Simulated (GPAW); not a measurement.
Zn:

```
Zn
1.0
    -1.56904    1.56904    1.56904
     1.56904   -1.56904    1.56904
     1.56904    1.56904   -1.56904
Zn
1
Direct
  0.00000 0.00000 0.00000
```

This isn't the form of Zn at room conditions, which is hcp.

* Program: GPAW 26.7.0
* Task: single point
* Functional: PBEsol
* Potentials or basis: PAW data sets generated in the run's folder for this functional
* Cutoff: 600 eV
* Basis: pw
* k mesh: 12 × 12 × 12
* Occupations: fermi-dirac, width 0.05 eV
* Spin: no spin polarisation

On this cell: pressure -5.4 GPa; band gap on the k mesh none (metal or under the smearing width).

The same run follows on a disturbed copy (cell strained at random at fixed volume):

```
Zn
1.0
    -1.52714    1.56173    1.52690
     1.48647   -1.65878    1.58329
     1.56585    1.69749   -1.62395
Zn
1
Direct
  0.01976 0.99531 0.01093
```

What does the disturbed cell give?

The energy (extrapolated to zero smearing) moves by -8.2 meV/atom; pressure -5.2 GPa; band gap on the k mesh none (metal or under the smearing width).

Stress tensor (GPa, compression positive):
```
-6.35  0.61  0.19
 0.61 -4.50 -1.38
 0.19 -1.38 -4.67
```

The energy falls, though the first cell shows no forces: that form is unstable against this distortion, unless noise or another electronic state is at work.
